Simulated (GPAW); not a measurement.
Write an ASE script for GPAW 26.7.0 that does the following.

```yaml
Task: equation of state
Functional: PBE
Potentials_or_basis: GPAW PAW data sets (gpaw-data 1.2.1)
Cutoff: 600 eV
Basis: pw
k_mesh: 11 × 11 × 11
Occupations: fermi-dirac, width 0.05 eV
Spin: no spin polarisation
Maxiter: 150
Eos_scales: "[0.94, 0.96, 0.98, 1.0, 1.02, 1.04, 1.06]"
```

The structure of Al lies in Al.cif:

```cif
data_Al
_cell_length_a 2.86350669
_cell_length_b 2.86350669
_cell_length_c 2.86350669
_cell_angle_alpha 60.00000000
_cell_angle_beta 60.00000000
_cell_angle_gamma 60.00000000
_space_group_name_H-M_alt 'P1'
_space_group_name_Hall 'P 1'
_space_group_IT_number 1
loop_
_space_group_symop_operation_xyz
'x,y,z'
loop_
_atom_site_label
_atom_site_type_symbol
_atom_site_symmetry_multiplicity
_atom_site_Wyckoff_symbol
_atom_site_fract_x
_atom_site_fract_y
_atom_site_fract_z
_atom_site_occupancy
Al1 Al 1 a 0.0000000000 0.0000000000 0.0000000000 1
```

One way to write it, as run:

run.py

```python
from ase.eos import EquationOfState
from ase.io import Trajectory, read
from ase.units import GPa
from gpaw import GPAW, PW

atoms = read('Al.cif')

traj = Trajectory('eos.traj', 'w')
volumes, energies = [], []
for x in [0.94, 0.96, 0.98, 1.0, 1.02, 1.04, 1.06]:
    a = atoms.copy()
    a.set_cell(atoms.cell * x**(1 / 3), scale_atoms=True)
    calc = GPAW(mode=PW(600),
                xc='PBE',
                kpts={'size': (11, 11, 11), 'gamma': True},
                occupations={'name': 'fermi-dirac', 'width': 0.05},
                nbands=7,
                convergence={'density': 1e-05, 'energy': 1e-05},
                maxiter=150,
                txt=f'eos-{x:.2f}.txt')
    a.calc = calc
    energies.append(a.get_potential_energy(force_consistent=True))
    volumes.append(a.get_volume())
    p = -a.get_stress()[:3].mean() / GPa
    calc.write(f'eos-{x:.2f}.gpw')
    traj.write(a)
    print(f'{x:.2f} {volumes[-1]:10.4f} A^3 {energies[-1]:14.6f} eV {p:9.3f} GPa', flush=True)

v0, e0, B = EquationOfState(volumes, energies, eos='birchmurnaghan').fit()
print(f'V0 = {v0:.4f} A^3, E0 = {e0:.6f} eV, B0 = {B / GPa:.2f} GPa')
```

Potentials or basis: GPAW PAW data sets (gpaw-data 1.2.1), pw.

The run is started by

```console
$ OMP_NUM_THREADS=1 python run.py
```

Results of the run:

```
Equilibrium volume                      : 16.54 Å³/atom
Bulk modulus                            : 79 GPa
Pressure derivative of the bulk modulus : 4.5
```

Run time: 17 s on 1 thread of AMD EPYC 9R45 96-Core Processor (Zen 5), on a shared host, peak memory 0.16 GiB.
